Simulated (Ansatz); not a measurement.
Field gradients of SiO2 from run to run

Cell of run 1: a computed structure from the Materials Project (it need not be an observed phase), atoms as given.

Space group I-4m2 (No. 119); a = 7.1937, c = 12.1272 Å.

| site | Wyckoff | site symmetry | x | y | z |
| --- | --- | --- | --- | --- | --- |
| Si1 | 2a | -4m2 | 0.0000 | 0.0000 | 0.0000 |
| Si2 | 8i | .m. | 0.2060 | 0.0000 | 0.7878 |
| O6 | 8i | .m. | 0.0000 | 0.1815 | 0.0791 |
| O10 | 4e | 2mm. | 0.0000 | 0.0000 | 0.7337 |
| O12 | 8h | ..2 | 0.8168 | 0.3168 | 0.2500 |

One atom of each set is listed; the run and its k-mesh use a cell of 15 atoms with edges of 7.91, 7.91, 7.91 Å.

All runs are DFT with Ansatz 0.2.0 (plane waves and PAW, scalar-relativistic unless spin–orbit coupling is named, Γ-centred meshes, Fermi–Dirac smearing where given) in this cell.

Run 1: PBE, gradients read without the response of the cores, atoms as given; 420 eV, 4×4×4 k-points, smearing 0.02 eV.
Run 2: r2SCAN, gradients read without the response of the cores, atoms as given; 500 eV, 4×4×4 k-points, smearing 0.02 eV.
Run 3: HSE06, gradients read without the response of the cores, atoms as given; 420 eV, 3×3×3 k-points, smearing 0.02 eV.

```json
{"run": "1", "Si1 V_zz (η)": "-1.79 (0.00)", "O6 V_zz (η)": "8.88 (0.22)", "O10 V_zz (η)": "9.01 (0.22)", "O12 V_zz (η)": "9.99 (0.07)"}
{"run": "2", "Si1 V_zz (η)": "?", "O6 V_zz (η)": "?", "O10 V_zz (η)": "?", "O12 V_zz (η)": "?"}
{"run": "3", "Si1 V_zz (η)": "-1.81 (0.00)", "O6 V_zz (η)": "9.06 (0.22)", "O10 V_zz (η)": "9.18 (0.23)", "O12 V_zz (η)": "10.19 (0.08)"}
```

V_zz in 10²¹ V/m²; 4 of the 5 sets of like atoms are followed.

(1) Estimate the row of run 2.

Results:

(1) Si1: -1.79 (0.00); O6: 8.84 (0.22); O10: 8.97 (0.22); O12: 9.94 (0.08). It lies nearest to run 1, from whose tensors on these sites it differs by 0.06 at most (largest principal value of the difference, on O12).

In run 1 the atoms aren't at the calculated equilibrium (largest force 0.48 eV/Å).
